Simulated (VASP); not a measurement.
# CoO (P3m1) in VASP: further runs

Runs on CoO. Level: PBE. Tasks: single point.

Everything below comes from runs of VASP 6.6.1. Logs are shortened: lines on timing, memory, paths and dates and some standing lists are left out, and cuts for length are marked.

## (1) The structure

Symmetry: P6_3mc, No. 186, hexagonal system. The conventional cell has a = 3.198 Å, b = 3.198 Å, c = 5.229 Å, α = 90.00°, β = 90.00°, γ = 120.00°. Co (site symmetry 3m) is surrounded by 4 O at 1.93 to 1.97 Å. O (site symmetry 3m) is surrounded by 4 Co at 1.93 to 1.97 Å.

Measurements of this composition are mostly on another form, of space group No. 225.

## (2) Single point, PBE, collinear spin, ferromagnetic start

INCAR

```
PREC = Accurate
ENCUT = 450
EDIFF = 1E-6
ISMEAR = -5
SIGMA = 0.05
LREAL = F
LASPH = T
NELM = 100
ALGO = Normal
ISIF = 2
LWAVE = F
LCHARG = F
ISPIN = 2
MAGMOM = 2 2 0 0
LORBIT = 11
LMAXMIX = 4
GGA = PE
NBANDS = 27
ADDGRID = F
```

KPOINTS

```
Automatic mesh
0
Gamma
  10 10 6
```

POSCAR

```
CoO
1.0
    3.1976457435      0.0000000000      0.0000000000
   -1.5988228718      2.7692424462      0.0000000000
    0.0000000000      0.0000000000      5.2287097100
Co O
2 2
Direct
    0.3365030000      0.6381030000      0.5003980000
    0.0481210000      0.0161470000     -0.0014250000
    0.3062570000      0.6452830000      0.8672390000
    0.0541720000      0.0112240000      0.3867870000
```

Potentials or basis: VASP PAW PBE potentials, release 64 (Co, O).

Run with:

```console
$ cat potpaw_PBE.64/Co/POTCAR potpaw_PBE.64/O/POTCAR > POTCAR
$ mpirun -np 1 vasp_std > vasp.out
```

OUTCAR:

```text
PREC = Accurate
   ENCUT = 450
   EDIFF = 1E-6
   ISMEAR = -5
   LREAL = F
   LASPH = T
   NELM = 100
   ISIF = 2
   ISPIN = 2
   LORBIT = 11
   GGA = PE

 Found    304 irreducible k-points:

 Following reciprocal coordinates:
            Coordinates               Weight
  0.000000  0.000000  0.000000      1.000000
  0.100000  0.000000  0.000000      2.000000
  0.000000  0.100000  0.000000      2.000000
 -0.100000  0.100000  0.000000      2.000000
  0.200000  0.000000  0.000000      2.000000
  0.000000  0.200000  0.000000      2.000000
   k-points           NKPTS =    304   k-points in BZ     NKDIM =    304   number of bands    NBANDS=     27
   number of dos      NEDOS =    301   number of ions     NIONS =      4
   total plane-waves  NPLWV =  20736
   dimension x,y,z NGX =    24 NGY =   24 NGZ =   36
   dimension x,y,z NGXF=    48 NGYF=   48 NGZF=   72
   ions per type =               2   2
   NGX,Y,Z   is equivalent  to a cutoff of  12.48, 12.48, 11.45 a.u.
   NGXF,Y,Z  is equivalent  to a cutoff of  24.96, 24.96, 22.89 a.u.
 SYSTEM =  unknown system
   PREC   = accura    normal or accurate (medium, high low for compatibility)
   ISTART =      0    job   : 0-new  1-cont  2-samecut
   ICHARG =      2    charge: 1-file 2-atom 10-const
   ISPIN  =      2    spin polarized calculation?
   LNONCOLLINEAR =      F non collinear calculations
   LSORBIT =      F    spin-orbit coupling
   LASPH  =      T    aspherical Exc in radial PAW
   ENCUT  =  450.0 eV  33.07 Ry    5.75 a.u.   5.53  5.53  9.04*2*pi/ulx,y,z
   NELM   =    100;   NELMIN=  2; NELMDL= -5     # of ELM steps
   EDIFF  = 0.1E-05   stopping-criterion for ELM
   LREAL  =      F    real-space projection
   EDIFFG = 0.1E-04   stopping-criterion for IOM
   NSW    =      0    number of steps for IOM
   IBRION =     -1    ionic relax: 0-MD 1-quasi-New 2-CG
   NFREE  =      0    steps in history (QN), initial steepest desc. (CG)
   ISIF   =      2    stress and relaxation
   ISYM   =      2    0-nonsym 1-usesym 2-fastsym
   POTIM  = 0.5000    time-step for ionic-motion
   TEBEG  =    0.0;   TEEND  =   0.0 temperature during run
   PSTRESS=    0.0 pullay stress
   NELECT =      30.0000    total number of electrons
   NUPDOWN=      -1.0000    fix difference up-down
   EMIN   =  10.00;   EMAX   =-10.00  energy-range for DOS
   EFERMI =   0.00;   METHOD = LEGACY
   ISMEAR =    -5;   SIGMA  =   0.05  broadening in eV -4-tet -1-fermi 0-gaus
   EFERMI_NEDOS =   21; number of points for ismear=-14 and -15
   IALGO  =     38    algorithm
   IMIX   =      4    mixing-type and parameters
     AMIX     =   0.40;   BMIX     =  1.00
     AMIX_MAG =   1.60;   BMIX_MAG =  1.00
  volume/ion in A,a.u.               =      11.58        78.11
  Fermi-wavevector in a.u.,A,eV,Ry     =   1.416620  2.677023 27.304329  2.006812
  Thomas-Fermi vector in A             =   2.537935
   LORBIT       =     11    0 simple, 1 ext, 2 COOP (PROOUT), +10 PAW based schemes
   GGA     = PE    functional components
   LHFCALC =     F    Hartree Fock is set to
   AEXX    =    0.0000 exact exchange contribution
   IVDW    =     0    specifies the selected vdW correction
   LEPSILON=     F    determine dielectric tensor
   LRPA    =     F    only Hartree local field effects (RPA)
 spin polarized calculation
 Fermi weights with tetrahedron method with Bloechl corrections
  energy-cutoff  :      450.00
  volume of cell :       46.30
 maximum number of plane-waves:      1038
 NGX is ok and might be reduce to    24
   NGX = 11   NGY = 11   NGZ = 19

 number of electron      30.0000002 magnetization       5.7384322

 Free energy of the ion-electron system (eV)
  ---------------------------------------------------
  ext. energy  EPLUGINS =         0.00000000
  ---------------------------------------------------
  free energy    TOTEN  =       -26.42270538 eV

  energy without entropy =      -26.42270538  energy(sigma->0) =      -26.42270538

 E-fermi :   5.9302     XC(G=0): -11.1223

 val. band max:        5.9649475872   @ k =  -0.2000   0.0000   0.3333
 cond. band min:       5.8885279215   @ k =  -0.4000   0.5000  -0.3333
 fundamental gap:     -0.0764196656
 Fermi energy:         5.9302291063

 spin component 1

 k-point     1 :       0.0000    0.0000    0.0000
  band No.  band energies     occupation
      1     -14.0813      1.00000
      2     -13.4583      1.00000
      3      -1.0884      1.00000
      4      -0.4602      1.00000
      5      -0.2659      1.00000
      6      -0.0835      1.00000
[... 19 lines left out ...]
     26      21.6203      0.00000
     27      22.1466      0.00000
[... 127 lines left out ...]
      5      -0.2308      1.00000
      6      -0.0359      1.00000
[... 19 lines left out ...]
     26      20.7888      0.00000
     27      21.6584      0.00000

 [... further k-points ...]

 spin component 2

 k-point     1 :       0.0000    0.0000    0.0000
  band No.  band energies     occupation
      1     -13.5285      1.00000
      2     -12.8720      1.00000
      3      -0.5411      1.00000
      4       0.7230      1.00000
      5       0.9485      1.00000
      6       0.9918      1.00000
[... 19 lines left out ...]
     26      22.0876      0.00000
     27      23.1235      0.00000
[... 127 lines left out ...]
      5       0.6513      1.00000
      6       1.1434      1.00000
[... 19 lines left out ...]
     26      21.4240      0.00000
     27      22.2860      0.00000

 [... further k-points ...]

------------------------ aborting loop because EDIFF is reached ----------------------------------------

  FORCE on cell =-STRESS in cart. coord.  units (eV):
  Direction    XX          YY          ZZ          XY          YZ          ZX
  --------------------------------------------------------------------------------------
  -------------------------------------------------------------------------------------
  Total       -0.7617593      2.0557572      0.3820408     -1.6092513      0.3291165     -0.1534940
  in kB      -26.3598240     71.1371648     13.2200908    -55.6863297     11.3887058     -5.3114881
  external PRESSURE =      19.3324772 kB  Pullay stress =       0.0000000 kB

 VOLUME and BASIS-vectors are now :
 -----------------------------------------------------------------------------
  energy-cutoff  :      450.00
  volume of cell :       46.30
      direct lattice vectors                 reciprocal lattice vectors
     3.197645743  0.000000000  0.000000000     0.312730077  0.180554794  0.000000000
    -1.598822872  2.769242446  0.000000000     0.000000000  0.361109588  0.000000000
     0.000000000  0.000000000  5.228709710     0.000000000  0.000000000  0.191251773

 POSITION                                       TOTAL-FORCE (eV/Angst)
 -----------------------------------------------------------------------------------
      0.05580      1.76706      2.61644         0.465455      0.859235     -0.039213
      0.12806      0.04471      5.22126        -0.620762     -0.339276      0.512036
     -0.05239      1.78695      4.53454         0.678912      0.392875      0.344277
      0.15528      0.03108      2.02240        -0.523604     -0.912834     -0.817100
 -----------------------------------------------------------------------------------
    total drift:                               -0.000103      0.000273      0.000186

  FREE ENERGIE OF THE ION-ELECTRON SYSTEM (eV)
  ---------------------------------------------------
  free  energy   TOTEN  =       -26.4227053808 eV

  energy  without entropy=      -26.4227053808  energy(sigma->0) =      -26.42270538

 total charge

# of ion       s       p       d       tot
------------------------------------------
    1        0.368   0.476   7.209   8.053
    2        0.345   0.423   7.202   7.969
    3        1.563   3.453   0.000   5.016
    4        1.563   3.449   0.000   5.012
--------------------------------------------------
tot          3.838   7.801  14.411  26.051

 magnetization (x)

# of ion       s       p       d       tot
------------------------------------------
    1        0.020   0.060   2.383   2.463
    2        0.023   0.051   2.367   2.441
    3        0.021   0.296   0.000   0.317
    4        0.021   0.285   0.000   0.306
--------------------------------------------------
tot          0.086   0.692   4.749   5.527
```

stdout:

```text
POSCAR found type information on POSCAR CoO
 POSCAR found :  2 types and       4 ions
 scaLAPACK will be used
 LDA part: xc-table for (Slater+PW92), standard interpolation
 POSCAR, INCAR and KPOINTS ok, starting setup
 FFT: planning ... GRIDC
 FFT: planning ... GRID_SOFT
 FFT: planning ... GRID
 WAVECAR not read
 entering main loop
 -----------------------------------------------------------------------------
|                                                                             |
|           W    W    AA    RRRRR   N    N  II  N    N   GGGG   !!!           |
|           W    W   A  A   R    R  NN   N  II  NN   N  G    G  !!!           |
|           W    W  A    A  R    R  N N  N  II  N N  N  G       !!!           |
|           W WW W  AAAAAA  RRRRR   N  N N  II  N  N N  G  GGG   !            |
|           WW  WW  A    A  R   R   N   NN  II  N   NN  G    G                |
|           W    W  A    A  R    R  N    N  II  N    N   GGGG   !!!           |
|                                                                             |
|     Tetrahedron method does not include variations of the Fermi             |
|     occupations, so forces and stress will be inaccurate. We suggest        |
|     using a different smearing scheme ISMEAR = 1 or 2 for metals in         |
|     relaxations.                                                            |
|                                                                             |
 -----------------------------------------------------------------------------
```

It took 4.4 min on 1 thread of Intel Xeon 6975P-C (Granite Rapids), shared host; peak memory 0.53 GiB.

These settings aren't checked as converged: the numbers below hold their error.

What came out:

```
Free energy                                           : -26.4227 eV
Largest force                                         : 1.332 eV/Å
Band gap on the k mesh                                : none (metal or under the smearing width)
Net moment                                            : 5.74 μB per cell
Site moments                                          : Co +2.46, +2.44; O +0.32, +0.31 μB
Valence electrons inside the program's atomic spheres : Co 8.05, 7.97; O 5.02, 5.01
```

Caveat: the cutoff is under 1.25 times the usual one of these potentials, so pressure, stress and relaxed cells hold a basis-set (Pulay) error; semilocal functionals often make such compounds metallic where correlation or magnetic order opens a gap, which also shifts bond lengths; tetrahedron occupations give inexact forces and stress in metals.

## (3) Single point, PBE, collinear spin, ferromagnetic start

INCAR: that of step 2 with these lines changed.

```diff
@@ -1,5 +1,5 @@
 PREC = Accurate
-ENCUT = 450
+ENCUT = 550
 EDIFF = 1E-6
-ISMEAR = -5
+ISMEAR = 0
 SIGMA = 0.05
```

KPOINTS is that of step 2.

POSCAR

```
CoO
1.0
    3.1976457435      0.0000000000      0.0000000000
   -1.5988228718      2.7692424462      0.0000000000
    0.0000000000      0.0000000000      5.2287097100
Co O
2 2
Direct
    0.3333333333      0.6666666667      0.5033624100
    0.0000000000      0.0000000000      0.0034741400
    0.3333333333      0.6666666667      0.8715556000
    0.0000000000      0.0000000000      0.3716088500
```

Potentials or basis: VASP PAW PBE potentials, release 64 (Co, O).

Run with:

```console
$ cat potpaw_PBE.64/Co/POTCAR potpaw_PBE.64/O/POTCAR > POTCAR
$ mpirun -np 1 vasp_std > vasp.out
```

Wall time 70 s (1 thread of Intel Xeon 6975P-C (Granite Rapids), shared host); peak memory 0.27 GiB.

These settings aren't checked as converged: the numbers below hold their error.

What came out:

* Free energy: -26.6176 eV
* Pressure: 1.8 GPa
* Largest force: 0.311 eV/Å
* Band gap on the k mesh: none (metal or under the smearing width)
* Net moment: 5.92 μB per cell
* Site moments: Co +2.52; O +0.32 μB
* Valence electrons inside the program's atomic spheres: Co 7.97; O 5.00

Caveat: semilocal functionals often make such compounds metallic where correlation or magnetic order opens a gap, which also shifts bond lengths.

## (4) For comparison

An earlier run on the cell as given: functional PBE; potentials or basis VASP PAW PBE potentials, release 64 (Co, O); cutoff 520 eV; k mesh 10 × 10 × 5; occupations fermi-dirac, width 0.05 eV; collinear spin, ferromagnetic start; starting moments [2.0, 2.0, 0.0, 0.0] μB.

* Pressure: 1.4 GPa
* Largest force: 0.310 eV/Å
* Band gap on the k mesh: none (metal or under the smearing width)
* Net moment: 5.85 μB per cell
* Site moments: Co +2.50; O +0.31 μB
* Valence electrons inside the program's atomic spheres: Co 7.97; O 5.00
